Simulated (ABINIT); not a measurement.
# Fe (Im-3m) in ABINIT: convergence with cutoff

Aim: find how far cutoff must go before the results for Fe settle, at r2SCAN. This setting moves, with any that are tied to it; all else stays.

Everything below comes from runs of ABINIT 10.8.3 (patched build). Logs are shortened: lines on timing, memory, paths and dates and some standing lists are left out, and cuts for length are marked. The log counts tension as positive stress, the text compression.

### 1 The structure

Symmetry: Im-3m, No. 229, cubic system. Conventional cell: a = 2.886 Å, b = 2.886 Å, c = 2.886 Å, α = 90.00°, β = 90.00°, γ = 90.00°. Around Fe (site symmetry m-3m) lie 8 Fe at 2.50 Å.

### 2 With cutoff 12.5 Ha

Input file run.abi:

```
pp_dirpath "./"
pseudos "Fe.GGA_PBE-JTH.xml"

acell 4.7230856957 4.7230856957 4.7230856957
rprim
    -0.5773502692     0.5773502692     0.5773502692
     0.5773502692    -0.5773502692     0.5773502692
     0.5773502692     0.5773502692    -0.5773502692
ntypat 1
znucl 26
natom 1
typat 1
xred
     0.0000000000     0.0000000000     0.0000000000

ecut 340.142328 eV
pawecutdg 74.4

kptopt 1
ngkpt 9 9 9
nshiftk 1
shiftk 0.0 0.0 0.0

ixc -497498
usekden 1
pawxcdev 0

nband 13
occopt 3
tsmear 0.05 eV

nsppol 2
spinat
     0.0000000000     0.0000000000     3.0000000000

nstep 100
tolvrs 1.0e-7

iomode 3
prtwf 0
prtden 0
prteig 0
prtebands 0
enunit 2
```

Potentials or basis: JTH PAW PBE v2.0.

Launch:

```console
$ abinit run.abi > log 2>&1
```

Run time: 60 s. Hardware: 1 thread of Arm Neoverse N1, shared host; peak memory 0.12 GiB.

The run converged. Its results:

| Property | Result |
| --- | --- |
| Free energy | -3267.4638 eV |
| Band gap on the k mesh | none (metal or under the smearing width) |
| Net moment | 2.58 μB per cell |
| Site moments | Fe +2.75 μB |
| Valence electrons inside the program's atomic spheres | Fe 14.32 (radii [1.1194] Å) |

### 3 With cutoff 15.5 Ha

Changes to run.abi since step 2:

```diff
@@ -15,3 +15,3 @@
 
-ecut 340.142328 eV
+ecut 421.776487 eV
 pawecutdg 74.4
```

Potentials or basis: JTH PAW PBE v2.0.

Launch:

```console
$ abinit run.abi > log 2>&1
```

Wall time 78 s (1 thread of Arm Neoverse N1, shared host); peak memory 0.12 GiB.

It converged, with:

```
Free energy                                           : -3267.5329 eV
Band gap on the k mesh                                : none (metal or under the smearing width)
Net moment                                            : 2.59 μB per cell
Site moments                                          : Fe +2.75 μB
Valence electrons inside the program's atomic spheres : Fe 14.32 (radii [1.1194] Å)
```

### 4 With cutoff 18.5 Ha

Changes to run.abi since step 3:

```diff
@@ -15,3 +15,3 @@
 
-ecut 421.776487 eV
+ecut 503.410646 eV
 pawecutdg 74.4
```

Launch:

```console
$ abinit run.abi > log 2>&1
```

It took 87 s on 1 thread of Arm Neoverse N1, shared host; peak memory 0.13 GiB.

The run converged. Its results:

```yaml
Free_energy: -3267.6759 eV
Band_gap_on_the_k_mesh: none (metal or under the smearing width)
Net_moment: 2.59 μB per cell
Site_moments: Fe +2.75 μB
Valence_electrons_inside_the_program's_atomic_spheres: Fe 14.32 (radii [1.1194] Å)
```

### 5 With cutoff 21.5 Ha

Changes to run.abi since step 4:

```diff
@@ -15,3 +15,3 @@
 
-ecut 503.410646 eV
+ecut 585.044804 eV
 pawecutdg 74.4
```

Launch:

```console
$ abinit run.abi > log 2>&1
```

It took 80 s on 1 thread of Arm Neoverse N1, shared host; peak memory 0.13 GiB.

Results (log left out):

- Free energy: -3267.7512 eV
- Band gap on the k mesh: none (metal or under the smearing width)
- Net moment: 2.59 μB per cell
- Site moments: Fe +2.76 μB
- Valence electrons inside the program's atomic spheres: Fe 14.32 (radii [1.1194] Å)

### 6 With cutoff 26.5 Ha

Changes to run.abi since step 5:

```diff
@@ -15,3 +15,3 @@
 
-ecut 585.044804 eV
+ecut 721.101736 eV
 pawecutdg 74.4
```

Potentials or basis: JTH PAW PBE v2.0.

Launch:

```console
$ abinit run.abi > log 2>&1
```

It took 2.3 min on 1 thread of Arm Neoverse N1, shared host; peak memory 0.14 GiB.

Results (log left out):

```
Free energy                                           : -3267.7655 eV
Pressure                                              : -6.5 GPa
Band gap on the k mesh                                : none (metal or under the smearing width)
Net moment                                            : 2.59 μB per cell
Site moments                                          : Fe +2.76 μB
Valence electrons inside the program's atomic spheres : Fe 14.32 (radii [1.1194] Å)
```

### 7 With cutoff 31 Ha

Changes to run.abi since step 6:

```diff
@@ -15,3 +15,3 @@
 
-ecut 721.101736 eV
+ecut 843.552974 eV
 pawecutdg 74.4
```

Launch:

```console
$ abinit run.abi > log 2>&1
```

Run time: 2.6 min. Hardware: 1 thread of Arm Neoverse N1, shared host; peak memory 0.14 GiB.

The run converged. Its results:

```
Free energy                                           : -3267.7718 eV
Pressure                                              : -6.9 GPa
Band gap on the k mesh                                : none (metal or under the smearing width)
Net moment                                            : 2.59 μB per cell
Site moments                                          : Fe +2.76 μB
Valence electrons inside the program's atomic spheres : Fe 14.32 (radii [1.1194] Å)
```

### 8 With cutoff 35.5 Ha

Changes to run.abi since step 7:

```diff
@@ -15,3 +15,3 @@
 
-ecut 843.552974 eV
+ecut 966.004212 eV
 pawecutdg 74.4
```

Launch:

```console
$ abinit run.abi > log 2>&1
```

Run time: 3.1 min. Hardware: 1 thread of Arm Neoverse N1, shared host; peak memory 0.14 GiB.

It converged, with:

| Item | Value |
| --- | --- |
| Free energy | -3267.7783 eV |
| Pressure | -6.7 GPa |
| Band gap on the k mesh | none (metal or under the smearing width) |
| Net moment | 2.59 μB per cell |
| Site moments | Fe +2.76 μB |
| Valence electrons inside the program's atomic spheres | Fe 14.32 (radii [1.1194] Å) |

### 9 With cutoff 42 Ha

Changes to run.abi since step 8:

```diff
@@ -15,3 +15,3 @@
 
-ecut 966.004212 eV
+ecut 1142.878222 eV
 pawecutdg 74.4
```

Potentials or basis: JTH PAW PBE v2.0.

Launch:

```console
$ abinit run.abi > log 2>&1
```

Wall time 4 min (1 thread of Arm Neoverse N1, shared host); peak memory 0.15 GiB.

Results (log left out):

- Free energy: -3267.7803 eV
- Pressure: -6.4 GPa
- Band gap on the k mesh: none (metal or under the smearing width)
- Net moment: 2.59 μB per cell
- Site moments: Fe +2.76 μB
- Valence electrons inside the program's atomic spheres: Fe 14.32 (radii [1.1194] Å)

### 10 With cutoff 49.5 Ha

Changes to run.abi since step 9:

```diff
@@ -15,3 +15,3 @@
 
-ecut 1142.878222 eV
+ecut 1346.963619 eV
 pawecutdg 74.4
```

Potentials or basis: JTH PAW PBE v2.0.

Launch:

```console
$ abinit run.abi > log 2>&1
```

run.abo:

```text
.Version 10.8.3 of ABINIT
 Symmetries : space group Im -3 m (#229); Bravais cI (body-center cubic)
================================================================================
 Values of the parameters that define the memory need of the present run
     intxc =       0    ionmov =       0      iscf =      17    lmnmax =      18
     lnmax =       6     mgfft =      30  mpssoang =       3    mqgrid =    3001
     natom =       1  nloc_mem =       2    nspden =       2   nspinor =       1
    nsppol =       2      nsym =      48    n1xccc =       1    ntypat =       1
    occopt =       3   xclevel =       2
       mpw =        1364          nfft =       27000          nkpt =          35
 PAW method is used; the additional fine FFT grid is defined by:
   mgfftf=        40    nfftf =     64000
================================================================================
================================================================================

--------------------------------------------------------------------------------
------------- Echo of variables that govern the present computation ------------
--------------------------------------------------------------------------------
 -outvars: echo values of preprocessed input variables --------
            acell      4.7230856957E+00  4.7230856957E+00  4.7230856957E+00 Bohr
              amu      5.58470000E+01
             ecut      4.95000000E+01 Hartree
           enunit           2
              ixc     -497498
         kptrlatt        9    0    0      0    9    0      0    0    9
          kptrlen      4.25077713E+01
            natom           1
            nband          13
            ngfft          30      30      30
          ngfftdg          40      40      40
             nkpt          35
           nspden           2
           nsppol           2
            nstep         100
             nsym          48
           ntypat           1
           occopt           3
        pawecutdg      7.44000000E+01 Hartree
         pawxcdev           0
           prtden           0
        prtebands           0
           prteig           0
          prtkden           1
            prtwf           0
            rprim     -5.7735026920E-01  5.7735026920E-01  5.7735026920E-01
                       5.7735026920E-01 -5.7735026920E-01  5.7735026920E-01
                       5.7735026920E-01  5.7735026920E-01 -5.7735026920E-01
          spgroup         229
           spinat      0.0000000000E+00  0.0000000000E+00  3.0000000000E+00
           tolvrs      1.00000000E-07
           tsmear      1.83746611E-03 Hartree
            typat      1
          usekden           1
           useylm           1
            znucl       26.00000

================================================================================

 chkinp: Checking input parameters for consistency.

================================================================================
== DATASET  1 ==================================================================

--- !DatasetInfo
iteration_state: {dtset: 1, }
dimensions: {natom: 1, nkpt: 35, mband: 13, nsppol: 2, nspinor: 1, nspden: 2, mpw: 1364, }
cutoff_energies: {ecut:  49.5, pawecutdg:  74.4, }
electrons: {nelect:   1.60000000E+01, charge:   0.00000000E+00, occopt:   3.00000000E+00, tsmear:   1.83746611E-03, }
meta: {optdriver: 0, ionmov: 0, optcell: 0, iscf: 17, paral_kgb: 0, }
...

 Real(R)+Recip(G) space primitive vectors, cartesian coordinates (Bohr,Bohr^-1):
 R(1)= -2.7268748  2.7268748  2.7268748  G(1)=  0.0000000  0.1833601  0.1833601
 R(2)=  2.7268748 -2.7268748  2.7268748  G(2)=  0.1833601  0.0000000  0.1833601
 R(3)=  2.7268748  2.7268748 -2.7268748  G(3)=  0.1833601  0.1833601  0.0000000
 Unit cell volume ucvol=  8.1106486E+01 bohr^3
 Angles (23,13,12)=  1.09471221E+02  1.09471221E+02  1.09471221E+02 degrees

 Coarse grid specifications (used for wave-functions):

 getcut: wavevector=  0.0000  0.0000  0.0000  ngfft=  30  30  30
[... 108 lines left out ...]
  Sum:                 8.539348     5.783181     14.322529     2.756167
 Total magnetization (from the atomic spheres):                2.756167
 Total magnetization (exact up - dn):                          2.585220

================================================================================

 ----iterations are completed or convergence reached----

 Mean square residual over all n,k,spin=   40.123E-08; max=  34.569E-05
 reduced coordinates (array xred) for    1 atoms
       0.000000000000      0.000000000000      0.000000000000
 rms dE/dt=  0.0000E+00; max dE/dt=  0.0000E+00; dE/dt below (all hartree)
    1       0.000000000000      0.000000000000      0.000000000000

 cartesian coordinates (angstrom) at end:
    1      0.00000000000000     0.00000000000000     0.00000000000000

 cartesian forces (hartree/bohr) at end:
    1     -0.00000000000000    -0.00000000000000    -0.00000000000000
 frms,max,avg= 0.0000000E+00 0.0000000E+00   0.000E+00  0.000E+00  0.000E+00 h/b

 cartesian forces (eV/Angstrom) at end:
    1     -0.00000000000000    -0.00000000000000    -0.00000000000000
 frms,max,avg= 0.0000000E+00 0.0000000E+00   0.000E+00  0.000E+00  0.000E+00 e/A
 length scales=  4.723085695700  4.723085695700  4.723085695700 bohr
              =  2.499349313611  2.499349313611  2.499349313611 angstroms
 Fermi (or HOMO) energy (hartree) =   0.31237   Average Vxc (hartree)=  -0.49331
 Magnetization (Bohr magneton)=  2.58522276E+00
 Total spin up =  9.29261138E+00   Total spin down =  6.70738862E+00
 Eigenvalues (hartree) for nkpt=  35  k points, SPIN UP:
 kpt#   1, nband= 13, wtk=  0.00137, kpt=  0.0000  0.0000  0.0000 (reduced coord)
  -3.07521   -1.77045   -1.77045   -1.77045    0.00044    0.20082    0.20082    0.20082
   0.24186    0.24186    1.23079    1.23079    1.23079
      occupation numbers for kpt#   1
   1.00000    1.00000    1.00000    1.00000    1.00000    1.00000    1.00000    1.00000
   1.00000    1.00000    0.00000    0.00000    0.00000
 prteigrs : prtvol=0 or 1, do not print more k-points.

 Eigenvalues (hartree) for nkpt=  35  k points, SPIN DOWN:
 kpt#   1, nband= 13, wtk=  0.00137, kpt=  0.0000  0.0000  0.0000 (reduced coord)
  -2.91894   -1.61480   -1.61480   -1.61480   -0.02415    0.32227    0.32227    0.32227
   0.40610    0.40610    1.21777    1.21777    1.21777
      occupation numbers for kpt#   1
   1.00000    1.00000    1.00000    1.00000    1.00000    0.00454    0.00454    0.00454
   0.00000    0.00000    0.00000    0.00000    0.00000
 prteigrs : prtvol=0 or 1, do not print more k-points.

 Fermi (or HOMO) energy (eV) =   8.49990   Average Vxc (eV)= -13.42355
 Eigenvalues (   eV  ) for nkpt=  35  k points, SPIN UP:
 kpt#   1, nband= 13, wtk=  0.00137, kpt=  0.0000  0.0000  0.0000 (reduced coord)
 -83.68078  -48.17631  -48.17631  -48.17631    0.01187    5.46457    5.46457    5.46457
   6.58134    6.58134   33.49137   33.49137   33.49137
 prteigrs : prtvol=0 or 1, do not print more k-points.

 Eigenvalues (   eV  ) for nkpt=  35  k points, SPIN DOWN:
 kpt#   1, nband= 13, wtk=  0.00137, kpt=  0.0000  0.0000  0.0000 (reduced coord)
 -79.42852  -43.94097  -43.94097  -43.94097   -0.65717    8.76940    8.76940    8.76940
  11.05068   11.05068   33.13708   33.13708   33.13708
 prteigrs : prtvol=0 or 1, do not print more k-points.

--- !EnergyTerms
iteration_state     : {dtset: 1, }
comment             : Components of total free energy in Hartree
kinetic             :  1.21836894260282E+01
hartree             :  2.44360241390887E+01
xc                  : -3.22272269918469E+00
Ewald energy        : -8.54131406952493E+01
psp_core            :  6.13120124502899E+00
local_psp           : -6.70418093974939E+01
PAW spherical_terms : -7.16179370025457E+00
internal            : -1.20088551682036E+02
'-kT*entropy'       : -1.85333462217066E-04
total_energy        : -1.20088737015499E+02
total_energy_eV     : -3.26778100672077E+03
...

--- !EnergyTermsDC
iteration_state     : {dtset: 1, }
comment             : '"Double-counting" decomposition of free energy'
band_energy         : -1.44578871313812E+01
Ewald energy        : -8.54131406952493E+01
psp_core            :  6.13120124502899E+00
xc_dc               : -2.32160019147635E+01
PAW spherical_terms : -3.13272308241062E+00
internal            : -1.20088551578776E+02
'-kT*entropy'       : -1.85333462217066E-04
total_energy_dc     : -1.20088736912238E+02
total_energy_dc_eV  : -3.26778100391090E+03
...

--- !EnergyTermsWithPAWCore
iteration_state     : {dtset: 1, }
comment             : 'Components of total free energy, including PAW core contributions'
Total energy        : -1.27298438576659E+03
Total energy DC     : -1.27298438566333E+03
Total energy (eV)   : -3.46396698061975E+04
Total energy DC (eV): -3.46396698033876E+04
...

 Cartesian components of stress tensor (hartree/bohr^3)
  sigma(1 1)=  2.17753044E-04  sigma(3 2)=  0.00000000E+00
  sigma(2 2)=  2.17753044E-04  sigma(3 1)=  0.00000000E+00
  sigma(3 3)=  2.17753044E-04  sigma(2 1)=  0.00000000E+00

-Cartesian components of stress tensor (GPa)         [Pressure= -6.4065E+00 GPa]
- sigma(1 1)=  6.40651574E+00  sigma(3 2)=  0.00000000E+00
- sigma(2 2)=  6.40651574E+00  sigma(3 1)=  0.00000000E+00
- sigma(3 3)=  6.40651574E+00  sigma(2 1)=  0.00000000E+00

== END DATASET(S) ==============================================================
================================================================================

 -outvars: echo values of variables after computation  --------
            acell      4.7230856957E+00  4.7230856957E+00  4.7230856957E+00 Bohr
           etotal     -1.2008873691E+02
            fcart     -0.0000000000E+00 -0.0000000000E+00 -0.0000000000E+00
            rprim     -5.7735026920E-01  5.7735026920E-01  5.7735026920E-01
                       5.7735026920E-01 -5.7735026920E-01  5.7735026920E-01
                       5.7735026920E-01  5.7735026920E-01 -5.7735026920E-01
           strten      2.1775304393E-04  2.1775304393E-04  2.1775304393E-04
                       0.0000000000E+00  0.0000000000E+00  0.0000000000E+00
 Calculation completed.
```

Run time: 4.5 min. Hardware: 1 thread of Arm Neoverse N1, shared host; peak memory 0.16 GiB.

What came out:

| Property | Result |
| --- | --- |
| Free energy | -3267.7810 eV |
| Pressure | -6.4 GPa |
| Band gap on the k mesh | none (metal or under the smearing width) |
| Net moment | 2.59 μB per cell |
| Site moments | Fe +2.76 μB |
| Valence electrons inside the program's atomic spheres | Fe 14.32 (radii [1.1194] Å) |

### 11 The series at a glance

```csv
cutoff,"energy less the tightest run, at zero smearing (meV/atom)",SCF cycles,CPU time (s),peak memory (GiB)
12.5 Ha,317.18,16,60,0.12
15.5 Ha,248.13,16,78,0.12
18.5 Ha,105.14,16,86,0.13
21.5 Ha,29.84,14,80,0.13
26.5 Ha,15.53,16,140,0.14
31 Ha,9.23,17,150,0.14
35.5 Ha,2.73,15,190,0.14
42 Ha,0.72,15,240,0.15
49.5 Ha,0.00,16,270,0.16
```

Against the tightest run, the energy stays within 1 meV/atom from 42 Ha on. The tightest run that finished is the yardstick and may itself not be fully converged.

Caveats: totals of a meta-GGA on PAW files have another zero than those of a GGA; the PAW data sets were made with another functional, which shifts forces and pressure a little.
